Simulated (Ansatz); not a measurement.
# TiO2: the cost of one run

Program: Ansatz 0.2.0. Level of theory: DFT PBE, scalar-relativistic, plane waves, PAW. These are calculated values, not measurements.

### Step 1. The structure to begin with

Symmetry: Imma, No. 74, orthorhombic system. Conventional cell: a = 5.946 Å, b = 6.575 Å, c = 6.575 Å, α = 90.00°, β = 90.00°, γ = 90.00°. Ti (site symmetry mm2) is surrounded by 6 O at 1.94 to 2.00 Å. Ti (site symmetry 2/m) has 6 O at 1.96 to 2.00 Å in its first shell of neighbours. O (site symmetry m) is surrounded by 3 Ti at 1.94 to 2.00 Å. O (site symmetry m) has 3 Ti at 1.96 to 2.00 Å in its first shell of neighbours.

Structure file:

```cif
data_structure
_symmetry_space_group_name_H-M 'Imma'
_symmetry_Int_Tables_number 74
_cell_length_a 5.9463
_cell_length_b 6.5747
_cell_length_c 6.5748
_cell_angle_alpha 90.000
_cell_angle_beta 90.000
_cell_angle_gamma 90.000
_cell_volume 257.05
loop_
_atom_site_label
_atom_site_type_symbol
_atom_site_symmetry_multiplicity
_atom_site_Wyckoff_symbol
_atom_site_fract_x
_atom_site_fract_y
_atom_site_fract_z
_atom_site_occupancy
Ti1 Ti 4 e 0.50000 0.75000 0.25476 1
Ti2 Ti 4 c 0.75000 0.25000 0.25000 1
O1 O 8 i 0.74985 0.25000 0.55492 1
O2 O 8 h 0.50000 0.94510 0.75038 1
```

The runs take a perfect supercell of 48 atoms; the defect goes to fractional position (0.500, 0.917, 0.917).

### Step 2. The perfect supercell

input.yaml

```yaml
crystal:
  lattice:
    - [0.0, 0.0, 6.574804]
    - [5.94632, -6.574738, 0.0]
    - [5.94632, 6.574738, 0.0]
  atoms:
    - { symbol: Ti, position: [0.754755, 0.625, 0.375] }
    - { symbol: Ti, position: [0.254755, 0.625, 0.875] }
    - { symbol: Ti, position: [0.254755, 0.125, 0.375] }
    - { symbol: Ti, position: [0.754755, 0.125, 0.875] }
    - { symbol: Ti, position: [0.245245, 0.875, 0.125] }
    - { symbol: Ti, position: [0.745245, 0.875, 0.625] }
    - { symbol: Ti, position: [0.745245, 0.375, 0.125] }
    - { symbol: Ti, position: [0.245245, 0.375, 0.625] }
    - { symbol: Ti, position: [0.75, 0.0, 0.25] }
    - { symbol: Ti, position: [0.25, 0.0, 0.75] }
    - { symbol: Ti, position: [0.25, 0.5, 0.25] }
    - { symbol: Ti, position: [0.75, 0.5, 0.75] }
    - { symbol: Ti, position: [0.25, 0.25, 0.0] }
    - { symbol: Ti, position: [0.75, 0.25, 0.5] }
    - { symbol: Ti, position: [0.75, 0.75, 0.0] }
    - { symbol: Ti, position: [0.25, 0.75, 0.5] }
    - { symbol: O, position: [0.054918, 0.999926, 0.249926] }
    - { symbol: O, position: [0.554918, 0.999926, 0.749926] }
    - { symbol: O, position: [0.554918, 0.499926, 0.249926] }
    - { symbol: O, position: [0.054918, 0.499926, 0.749926] }
    - { symbol: O, position: [0.750384, 0.02745, 0.47255] }
    - { symbol: O, position: [0.250384, 0.02745, 0.97255] }
    - { symbol: O, position: [0.250384, 0.52745, 0.47255] }
    - { symbol: O, position: [0.750384, 0.52745, 0.97255] }
    - { symbol: O, position: [0.054919, 0.750074, 7.4e-05] }
    - { symbol: O, position: [0.554919, 0.750074, 0.500074] }
    - { symbol: O, position: [0.55492, 0.250074, 7.4e-05] }
    - { symbol: O, position: [0.05492, 0.250074, 0.500074] }
    - { symbol: O, position: [0.750383, 0.22255, 0.27745] }
    - { symbol: O, position: [0.250383, 0.22255, 0.77745] }
    - { symbol: O, position: [0.250382, 0.72255, 0.27745] }
    - { symbol: O, position: [0.750382, 0.72255, 0.77745] }
    - { symbol: O, position: [0.249617, 0.27745, 0.22255] }
    - { symbol: O, position: [0.749617, 0.27745, 0.72255] }
    - { symbol: O, position: [0.749618, 0.77745, 0.22255] }
    - { symbol: O, position: [0.249618, 0.77745, 0.72255] }
    - { symbol: O, position: [0.249616, 0.47255, 0.02745] }
    - { symbol: O, position: [0.749616, 0.47255, 0.52745] }
    - { symbol: O, position: [0.749616, 0.97255, 0.02745] }
    - { symbol: O, position: [0.249616, 0.97255, 0.52745] }
    - { symbol: O, position: [0.94508, 0.749926, 0.499926] }
    - { symbol: O, position: [0.44508, 0.749926, 0.999926] }
    - { symbol: O, position: [0.445081, 0.249926, 0.499926] }
    - { symbol: O, position: [0.945081, 0.249926, 0.999926] }
    - { symbol: O, position: [0.945081, 0.500074, 0.250074] }
    - { symbol: O, position: [0.445081, 0.500074, 0.750074] }
    - { symbol: O, position: [0.445082, 7.5e-05, 0.250074] }
    - { symbol: O, position: [0.945082, 7.5e-05, 0.750074] }
basis:
  ecutwfc: 420
  fft_grid_basis: typed
kpoints:
  mp_grid: { grid: [2, 2, 2] }
hamiltonian:
  xc: pbe
  pseudopotentials: { kind: paw }
scf:
  occupations: { method: gaussian, width: 0.05 }
output:
  forces: true
  stress: false
  eigenvalues: true
  bader: false
  write_density: true
  volumetric_format: npy
```

Started as:

```console
$ ansatz run input.yaml --threads 4 --pin off --max-ram 10240MiB --backend cpu --events-out ev --progress --plain --runs-dir out
```

What time and memory should one allow on 4 threads of Arm Neoverse V2, shared host?

About 13 s, with a peak of 2.7 GiB.
